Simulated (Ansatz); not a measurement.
What a trial cell of MnSb relaxes into

The calculation used Ansatz 0.2.0, DFT PBE, scalar-relativistic, plane waves, PAW. Cutoff 420 eV, Γ-centred k mesh, Gaussian smearing, collinear spin, first started from parallel moments.

The start puts MnSb on the caesium chloride structure type (Pm-3m, No. 221), with Mn in place of Cs, Sb in place of Cl, at a guessed volume.

```xyz
2
Lattice="3.5383 0.0000 0.0000 0.0000 3.5383 0.0000 0.0000 0.0000 3.5383" Properties=species:S:1:pos:R:3 pbc="T T T"
Mn    0.0000    0.0000    0.0000
Sb    1.7691    1.7691    1.7691
```

Cell and atoms relax at zero pressure; the relaxation can't lower the symmetry of the start. After a coarse first stage the cell is made exact in the group found at 0.06 Å.

Formation energies are uncorrected and refer to the elements' standard structures at the same level.

Problem. Describe the relaxed structure.

Solution. It keeps Pm-3m (No. 221). The result has the caesium chloride structure. Conventional cell: a = 3.372 Å. Mn has 8 Sb at 2.92 Å and 6 Mn at 3.37 Å; around Sb lie 8 Mn at 2.92 Å and 6 Sb at 3.37 Å.

```cif
data_structure
_symmetry_space_group_name_H-M 'Pm-3m'
_symmetry_Int_Tables_number 221
_cell_length_a 3.3717
_cell_length_b 3.3717
_cell_length_c 3.3717
_cell_angle_alpha 90.000
_cell_angle_beta 90.000
_cell_angle_gamma 90.000
_cell_volume 38.33
loop_
_atom_site_label
_atom_site_type_symbol
_atom_site_symmetry_multiplicity
_atom_site_Wyckoff_symbol
_atom_site_fract_x
_atom_site_fract_y
_atom_site_fract_z
_atom_site_occupancy
Mn1 Mn 1 a 0.00000 0.00000 0.00000 1
Sb1 Sb 1 b 0.50000 0.50000 0.50000 1
```

Problem. What are its volume, energy, gap and moment?

Solution. The volume per atom is 19.17 Å³ and the density is 7.65 g/cm³. The energy over the elements is 0.33 eV/atom and the gap on the 16×16×16 mesh is 0 eV (a metal). The net moment per atom is 1.59 μB. The largest site moment is 3.34 μB.

The final run used a 16×16×16 mesh on its 2-atom cell and 0.10 eV smearing. For metals, differences of a few meV/atom aren't resolved. Spin–orbit coupling is left out. A structure relaxed within its symmetry needn't be a true minimum. The steps took about 80 core-seconds in all.